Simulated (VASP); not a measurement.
Write the native input for VASP 6.6.1 that does the following.

* Task: relaxation of cell and atoms
* Functional: PBEsol
* Potentials or basis: VASP PAW PBE potentials, release 64 (Al, N)
* Cutoff: 600 eV
* k mesh: 9 × 9 × 7
* Occupations: gaussian, width 0.01 eV
* Spin: no spin polarisation
* Target pressure: 10 GPa
* Dipole correction: no
* Further INCAR settings: ALGO = Normal; EDIFF = 1e-06; IBRION = 2; EDIFFG = -0.01; NSW = 70; ISIF = 8
* Target pressure: 10 GPa

The structure of AlN lies in POSCAR:

```
AlN
1.0
    1.5338305253     -2.6565944697      0.0000000000
    1.5338305253      2.6565944697      0.0000000000
    0.0000000000      0.0000000000      4.9082576808
Al N
2 2
Direct
    0.0000000000      0.0000000000      0.0000000000
    0.6666666667      0.3333333333      0.5000000000
    0.0000000000      0.0000000000      0.3820000000
    0.6666666667      0.3333333333      0.8820000000
```

The cell was built by a generator and needn't be a form met in nature.

These files were run (other wordings do the same):

INCAR

```
SYSTEM = AlN
ALGO = Normal
EDIFF = 1E-6
EDIFFG = -0.01
ENCUT = 600
GGA = PS
IBRION = 2
ISIF = 8
ISMEAR = 0
LASPH = .True.
LCHARG = .False.
LREAL = .False.
LWAVE = .False.
NELM = 80
NSW = 70
PREC = Accurate
PSTRESS = 100.0
SIGMA = 0.01
```

KPOINTS

```
k-points
0
Gamma
  9 9 7
  0 0 0
```

Potentials or basis: VASP PAW PBE potentials, release 64 (Al, N).

Run with:

```sh
$ cat potpaw_PBE.64/Al/POTCAR potpaw_PBE.64/N/POTCAR > POTCAR
$ mpirun -np 1 vasp_std > vasp.out
```

Results of the run:

- Relaxed volume: 9.99 Å³/atom
- Relaxed cell: a = 3.067 Å, b = 3.067 Å, c = 4.907 Å, α = 90.00°, β = 90.00°, γ = 120.00°
- Space group after relaxing (to 0.05 Å): P6_3mc (No. 186)
- Energy change on relaxing (the enthalpy is what falls): +0.6 meV/atom
- Ionic steps: 3
- Pressure after relaxing: 10.1 GPa
- Largest force after relaxing: 0.008 eV/Å
- Band gap on the k mesh: 4.52 eV, direct

Caveat: the cell is relaxed towards a set pressure, so the enthalpy falls and the energy may rise; the PAW data sets were made with another functional, which shifts forces and pressure a little; an odd mesh through Γ misses points on the zone boundary, where band edges often lie.

Run time: 76 s on 1 thread of Intel(R) Xeon(R) Platinum 8259CL CPU @ 2.50GHz (Skylake/Cascade Lake), on a shared host, peak memory 0.2 GiB.
